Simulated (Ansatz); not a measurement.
A single-point run of Ansatz (plane waves, PAW) on BN in the rocksalt structure, with the lines that name the functional removed. The cell was relaxed with r2SCAN and then strained (uniaxial +5.31 % along [111], other directions held), with the atoms relaxed again with r2SCAN; k points keep the names of the unstrained zone.

```
CELL_PARAMETERS angstrom
0.06180 1.80763 1.80763
1.80763 0.06180 1.80763
1.80763 1.80763 0.06180
ATOMIC_POSITIONS crystal
B 0.00000 0.00000 0.00000
N 0.50000 0.50000 0.50000
```

```
scf.n_extra_bands = 4 over 4 filled bands (N_el = 8.0): the run solves 8 bands
Pseudopotential: B, paw, valence charge 3, recommended cutoff 500 eV
Pseudopotential: N, paw, valence charge 5, recommended cutoff 500 eV
Crystal: 2 atoms, lattice volume = 11.207 Å³
Basis set: ecut = 500 eV, 289 PW (Γ)
Symmetry: 12 space group operations
Space group: R-3m (ITA 166)
k-points: 189 of 1728
SCF converged after 6 iterations
Free energy (F): -540.140180 eV
Fermi energy:    13.916041 eV
--- Per-component energies (eV) ---
  E_band       = 37.999001
  E_kinetic    = 180.625274
  E_local      = -131.531995
  E_nonlocal   = 54.835749
  E_hartree    = 37.630713
  E_xc         = -90.880843
  E_vxc        = -126.219770
  E_paw        = -208.514678
  E_vpaw       = -22.091197
  E_vtau       = 7.116149
  E_ewald      = -382.256414
  E_core_change = -0.048007
--- Stress (GPa, compression-positive) ---
      -17.825841     -21.667072     -21.667072
      -21.667072     -17.825841     -21.667072
      -21.667072     -21.667072     -17.825841
  P = ⅓ Tr σ = -17.8258 GPa (-178.258 kbar)
--- Band table (eV; the first three rows and the last of 189) ---
  k-point 0: bands = [-9.3737, 11.8805, 13.1566, 13.1566, 22.0684, 26.1164, 26.1164, 26.4924]
  k-point 1: bands = [-9.1718, 11.7199, 12.4465, 13.1215, 22.3353, 25.4400, 25.6240, 26.0551]
  k-point 2: bands = [-8.5720, 9.9809, 12.0654, 13.0438, 22.4526, 23.8930, 24.0204, 25.9024]
  k-point 188: bands = [-4.6867, 0.4717, 13.4206, 13.4206, 19.9558, 19.9558, 22.0507, 27.7106]
```

The file bands.tsv (bands near the Fermi energy, numbered from 0, rounded):
```tsv
# k_distance	band_0	band_1	band_2	band_3	band_4	band_5	band_6	band_7
# fermi_ev = 13.916041
# [0, 0, 0] at k_distance = 0.000000
# [0.5, 0, 0.5] at k_distance = 1.769760
# [0.625, 0.25, 0.625] at k_distance = 2.384775
# [0.375, 0.375, 0.75] at k_distance = 3.486731
# [0.5, 0.5, 0.5] at k_distance = 4.588688
# [0.5, 0.25, 0.75] at k_distance = 5.861118
# [0.184896, 0.184896, 0.330729] at k_distance = 7.077815
# [0, 0.5, 0.5] at k_distance = 8.419480
# levels_relative_to = fermi_ev
0.000	-23.290	-2.036	-0.759	-0.759	8.152	12.200	12.200	12.576
1.770	-15.573	-12.010	-6.391	-5.378	0.590	9.480	14.653	14.839
2.385	-15.892	-10.834	-9.525	-4.176	3.307	11.402	12.658	15.337
3.487	-15.892	-10.834	-9.525	-4.176	3.307	11.402	12.658	15.337
4.589	-18.603	-13.444	-0.495	-0.495	6.040	6.040	8.135	13.795
5.861	-15.407	-9.698	-9.606	-7.358	6.750	7.727	14.360	14.881
7.078	-21.343	-6.865	-3.912	0.013	7.168	8.459	11.232	12.316
8.419	-15.573	-12.010	-6.391	-5.378	0.590	9.480	14.653	14.839
```
In order the rows are Γ, X, U, K, L, W, (0.185, 0.185, 0.331), X.

Q: Which level of theory was used?
A. LDA
B. PBE
C. r2SCAN
D. DDH-PBE0

A: C. r2SCAN. The term E_vtau belongs to a meta-GGA, which reads the kinetic-energy density. There is no exchange loop, so no exact exchange. The r2SCAN gap is indirect, 0.58 eV (k = (0.185, 0.185, 0.331) to X), below the direct gap of 5.54 eV at L (0, 0, -1/2). The log narrows the family; the member has to be judged from the numbers.

Run as `ansatz run input.yaml --threads 4 --pin off --max-ram 3686MiB --backend cpu --events-out ev --progress --plain --runs-dir out`. It took 2.2 s on 4 threads of Arm Neoverse N1, on a shared host; peak host memory 0.43 GiB.

The calculation is spin-unpolarised, and the structure need not be a phase that has been made.
